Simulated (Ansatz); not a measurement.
Input for Ansatz (plane-wave DFT, PAW):

```yaml
crystal:
  lattice:
    - [3.5840137352, 0.0, 0.0]
    - [-1.7920068676, 3.1038469422, 0.0]
    - [0.0, 0.0, 5.3567199899]
  atoms:
    - { symbol: Sn, position: [0.0, 0.0, 0.0] }
    - { symbol: S, position: [0.3333333333, 0.6666666667, 0.2722844241] }
    - { symbol: S, position: [0.6666666667, 0.3333333333, 0.7277155759] }
basis:
  ecutwfc: 420
kpoints:
  mp_grid: { grid: [9, 9, 6] }
hamiltonian:
  xc: pbe
  dispersion: d3bj
scf:
  occupations: { method: gaussian, width: 0.02 }
output:
  forces: true
  stress: true
  eigenvalues: true
relax:
  adjacent_minimum: "off"
  f_tol: 0.01
  max_steps: 30
  cell: { stress_tol: 0.1, fix: [volume] }
```

Command:
```bash
ansatz run input.yaml --threads 1 --pin off --max-ram 2560MiB --backend cpu --events-out ev --progress --plain --runs-dir out
```

Method: DFT PBE+D3(BJ), scalar-relativistic, plane waves, PAW in Ansatz.

Abridged output:

```
Pseudopotentials: kind: paw
Pseudopotential: Sn, paw, valence charge 14, recommended cutoff 420 eV (normal)
Pseudopotential: S, paw, valence charge 6, recommended cutoff 420 eV (normal)
Functional definition: PBE
Crystal: 3 atoms, lattice volume = 59.589 Å³
Basis set: ecut = 420 eV, 1139 PW (Γ), exchange–correlation on 48×48×72 points (8 copies of the dense FFT grid, shifted against one another)
Bands: 17, of which v1, the nominal top of the filled ones, is band 13 counted from 1 (12 counted from 0)
Symmetry: 12 space group operations
Space group: P-3m1 (ITA 164), of the structure as read, at distance tolerance 3.9e-5 Å
k-points: 62 of 486
Initial density: superposition of atomic densities (neutral atoms: chi_scale 0, normalization atom), corrected by the library's trained network
Initial wavefunctions: pseudopotential atomic-orbital guess
Functional: x = pbe(κ = 0.804, μ = 0.21951497), c = pbe(β = 0.06672455)
SCF iter   1: F=—  HF=-7830.264396 eV  |F-HF|=—  |Δ(HF+E_count)|=         —  Δρ=1.37e-3  dr2=9.66e-4  ethr=1.77e-3  ⟨swp⟩=6.5  Hψ=6306  notcnv=0
SCF iter   2: F=—  HF=-7830.263189 eV  |F-HF|=—  |Δ(HF+E_count)|=   1.21e-3  Δρ=8.08e-4  dr2=3.82e-4  ethr=3.71e-6  ⟨swp⟩=2.0  Hψ=2391  notcnv=0
SCF iter   3: F=—  HF=-7830.263262 eV  |F-HF|=—  |Δ(HF+E_count)|=   7.24e-5  Δρ=3.05e-4  dr2=3.50e-5  ethr=1.47e-6  ⟨swp⟩=2.0  Hψ=1859  notcnv=0
SCF iter   4: F=—  HF=-7830.263324 eV  |F-HF|=—  |Δ(HF+E_count)|=   6.24e-5  Δρ=1.39e-4  dr2=6.83e-6  ethr=1.35e-7  ⟨swp⟩=2.6  Hψ=1795  notcnv=0
SCF iter   5: F=—  HF=-7830.263323 eV  |F-HF|=—  |Δ(HF+E_count)|=   7.11e-7  Δρ=2.27e-5  dr2=2.01e-7  ethr=2.63e-8  ⟨swp⟩=2.0  Hψ=1780  notcnv=0
SCF iter   6: F=-7830.263323 eV  HF=-7830.263323 eV  |F-HF|=2.73e-9  |Δ(HF+E_count)|=   5.39e-8  Δρ=4.86e-6  dr2=1.53e-8  ethr=3.85e-10  ⟨swp⟩=6.0  Hψ=5062  notcnv=0
SCF 1 converged in 6 iterations: F = -7830.263323 eV  dr2 = 1.53e-8
relax step   1: F+E_penalty+E_count = -7830.26332341 eV  Δ(F+E_penalty+E_count) = +0.000e0 eV  max|allowed force component| = 3.024e-1 eV/Å  Δτ_max = 0.0000 Å  P = +7.611 GPa  Ω = 59.589 Å³  fix = [volume]  reactions: volume +7.611 GPa (6 SCF iters, dr2 threshold 1.00e-7 eV, accepted)
Basis set: ecut = 420 eV, 1145 PW (Γ), exchange–correlation on 48×48×72 points (8 copies of the dense FFT grid, shifted against one another)
Initial density: handed on by an earlier stage of this run
Initial wavefunctions: those handed on with the density
SCF iter   1: F=—  HF=-7830.266471 eV  |F-HF|=—  |Δ(HF+E_count)|=         —  Δρ=2.47e-3  dr2=3.07e-3  ethr=1.12e-5  ⟨swp⟩=2.0  Hψ=7241  notcnv=0
SCF iter   2: F=—  HF=-7830.265795 eV  |F-HF|=—  |Δ(HF+E_count)|=   6.76e-4  Δρ=1.31e-3  dr2=7.83e-4  ethr=1.12e-5  ⟨swp⟩=2.2  Hψ=1543  notcnv=0
SCF iter   3: F=—  HF=-7830.265668 eV  |F-HF|=—  |Δ(HF+E_count)|=   1.27e-4  Δρ=1.98e-4  dr2=3.21e-5  ethr=3.01e-6  ⟨swp⟩=2.1  Hψ=1478  notcnv=0
SCF iter   4: F=—  HF=-7830.265720 eV  |F-HF|=—  |Δ(HF+E_count)|=   5.22e-5  Δρ=7.02e-5  dr2=2.73e-6  ethr=1.23e-7  ⟨swp⟩=3.0  Hψ=1851  notcnv=0
SCF iter   5: F=-7830.265722 eV  HF=-7830.265722 eV  |F-HF|=9.04e-8  |Δ(HF+E_count)|=   1.60e-6  Δρ=1.52e-5  dr2=1.50e-7  ethr=1.15e-9  ⟨swp⟩=7.0  Hψ=5512  notcnv=0
SCF 2 converged in 5 iterations: F = -7830.265722 eV  dr2 = 1.50e-7
relax step   2: F+E_penalty+E_count = -7830.26572189 eV  Δ(F+E_penalty+E_count) = -2.398e-3 eV  max|allowed force component| = 2.759e-1 eV/Å  Δτ_max = 0.0481 Å  P = +5.301 GPa  Ω = 59.589 Å³  energy of the carried Pulay correction = -1.025e-17 eV  fix = [volume]  reactions: volume +5.301 GPa (5 SCF iters, dr2 threshold 3.00e-7 eV, accepted)
SCF iter   1: F=—  HF=-7830.272253 eV  |F-HF|=—  |Δ(HF+E_count)|=         —  Δρ=1.30e-3  dr2=9.98e-4  ethr=3.23e-6  ⟨swp⟩=2.1  Hψ=7011  notcnv=0
SCF iter   2: F=—  HF=-7830.271999 eV  |F-HF|=—  |Δ(HF+E_count)|=   2.54e-4  Δρ=6.71e-4  dr2=2.51e-4  ethr=3.23e-6  ⟨swp⟩=2.5  Hψ=1464  notcnv=0
SCF iter   3: F=—  HF=-7830.272014 eV  |F-HF|=—  |Δ(HF+E_count)|=   1.54e-5  Δρ=1.18e-4  dr2=1.35e-5  ethr=9.64e-7  ⟨swp⟩=2.9  Hψ=1560  notcnv=0
SCF iter   4: F=—  HF=-7830.272013 eV  |F-HF|=—  |Δ(HF+E_count)|=   1.40e-6  Δρ=4.21e-5  dr2=8.75e-7  ethr=5.19e-8  ⟨swp⟩=3.0  Hψ=1857  notcnv=0
SCF iter   5: F=-7830.272014 eV  HF=-7830.272013 eV  |F-HF|=1.29e-8  |Δ(HF+E_count)|=   5.13e-7  Δρ=9.09e-6  dr2=3.23e-8  ethr=1.15e-9  ⟨swp⟩=5.8  Hψ=4740  notcnv=0
SCF 3 converged in 5 iterations: F = -7830.272014 eV  dr2 = 3.23e-8
relax step   3: F+E_penalty+E_count = -7830.27201351 eV  Δ(F+E_penalty+E_count) = -6.292e-3 eV  max|allowed force component| = 8.632e-3 eV/Å  Δτ_max = 0.0186 Å  P = +6.150 GPa  Ω = 59.589 Å³  fix = [volume]  reactions: volume +6.150 GPa (5 SCF iters, dr2 threshold 3.00e-7 eV, accepted)
Basis set: ecut = 420 eV, 1145 PW (Γ), exchange–correlation on 50×50×72 points (8 copies of the dense FFT grid, shifted against one another)
Initial wavefunctions: pseudopotential atomic-orbital guess (no wavefunctions were taken with the density)
SCF iter   1: F=—  HF=-7830.271930 eV  |F-HF|=—  |Δ(HF+E_count)|=         —  Δρ=1.47e-5  dr2=4.55e-8  ethr=5.59e-7  ⟨swp⟩=2.5  Hψ=8883  notcnv=0
SCF iter   2: F=—  HF=-7830.272013 eV  |F-HF|=—  |Δ(HF+E_count)|=   8.31e-5  Δρ=6.96e-6  dr2=1.20e-8  ethr=1.75e-10  ⟨swp⟩=3.0  Hψ=2458  notcnv=0
SCF iter   3: F=—  HF=-7830.272013 eV  |F-HF|=—  |Δ(HF+E_count)|=   2.65e-8  Δρ=2.40e-6  dr2=2.28e-9  ethr=4.62e-11  ⟨swp⟩=2.4  Hψ=1497  notcnv=0
SCF iter   4: F=-7830.272013 eV  HF=-7830.272013 eV  |F-HF|=8.64e-11  |Δ(HF+E_count)|=   4.31e-9  Δρ=4.40e-7  dr2=1.01e-10  ethr=1.00e-12  ⟨swp⟩=3.5  Hψ=4508  notcnv=0
SCF 4 converged in 4 iterations: F = -7830.272013 eV  dr2 = 1.01e-10
SCF converged after 4 iterations
Free energy (F): -7830.272013 eV
Harris-Foulkes:  -7830.272013 eV  (|F-HF|=8.64e-11)
Internal energy: -7830.272013 eV  (E = F + TS)
E sigma→0 (E₀):  -7830.272013 eV
Fermi energy:    9.411948 eV
--- Per-component energies (eV) ---
  E_band       = -72.956896
  E_kinetic    = 404.134422
  E_local      = -1285.412971  (includes V_loc(G=0)·N_el)
  E_nonlocal   = 27.410364
  E_hartree    = 713.453716
  E_xc         = -576.357910
  E_vxc        = -271.013144  (∫ρ·V_xc dr)
  E_paw        = -5343.331275  (= ΣΔE_a)
  E_vpaw       = -374.983097  (= ΣTr[D̂ρ^β])
  E_aug_tail   = 0.000003  (compensation charges beyond the density's cutoff)
  E_ewald      = -1769.036575
  E_disp       = -1.131786  (pairwise vdW)
  E_smearing   =  0.000000  (= −TS)
--- Forces (eV/Å), atoms counted from 1 ---
  atom   1  Sn     0.00000000     0.00000000     0.00000000
  atom   2  S      0.00000000     0.00000000    -0.00868495
  atom   3  S      0.00000000     0.00000000     0.00868495
--- Stress (GPa, compression-positive) ---
        6.156224       0.000000       0.000000
        0.000000       6.156224       0.000000
        0.000000       0.000000       6.128963
  P = ⅓ Tr σ = 6.1471 GPa (61.471 kbar)
--- Band table (eV; the first three rows and the last of 62) ---
  k-point 0: bands = ["-12.5567", "-12.5567", "-12.5081", "-12.4759", "-12.4759", "-5.8903", "-3.2712", "2.0676", "7.7811", "7.7811", "7.8019", "7.8019", "9.0018", "10.4967", "12.0305", "14.0792", "14.0792"]
  k-point 1: bands = ["-12.5567", "-12.5567", "-12.5079", "-12.4760", "-12.4760", "-5.7969", "-3.5156", "2.4817", "7.6239", "7.6239", "7.9979", "7.9979", "8.1831", "11.0797", "12.1044", "13.8859", "13.8859"]
  k-point 2: bands = ["-12.5567", "-12.5567", "-12.5074", "-12.4760", "-12.4760", "-5.5507", "-4.0231", "3.4756", "6.8403", "7.5208", "7.5208", "8.1822", "8.1822", "11.7845", "12.2396", "13.5438", "13.5438"]
  k-point 61: bands = ["-12.5840", "-12.5840", "-12.4772", "-12.4772", "-12.4476", "-3.0633", "-3.0633", "1.2498", "3.7184", "3.7184", "4.2596", "8.5291", "8.5291", "12.0168", "13.6101", "13.6101", "15.2342"]
--- Relaxed structure (3 steps of the walk, 3 accepted, 1 SCFs on fresh bases) ---
  F+E_penalty+E_count = -7830.27201285 eV   max|allowed force component| = 8.685e-3 eV/Å   (the final SCF, on the basis selected at the relaxed cell)
  cell:  # Å, volume = 59.5894 Å³
    - [3.60246115, 0.0, 0.0]
    - [-1.80123057, 3.11982287, 0.0]
    - [0.0, 0.0, 5.30199927]
  atoms:
    - { symbol: Sn, position: [0.0, 0.0, 0.0] }
    - { symbol: S, position: [0.33333333, 0.66666666, 0.27779548] }
    - { symbol: S, position: [0.66666666, 0.33333333, 0.72220451] }
```

The relaxation met its thresholds.

The run took 13 s on 1 thread of Arm Neoverse V2, on a shared host, peak memory 0.36 GiB.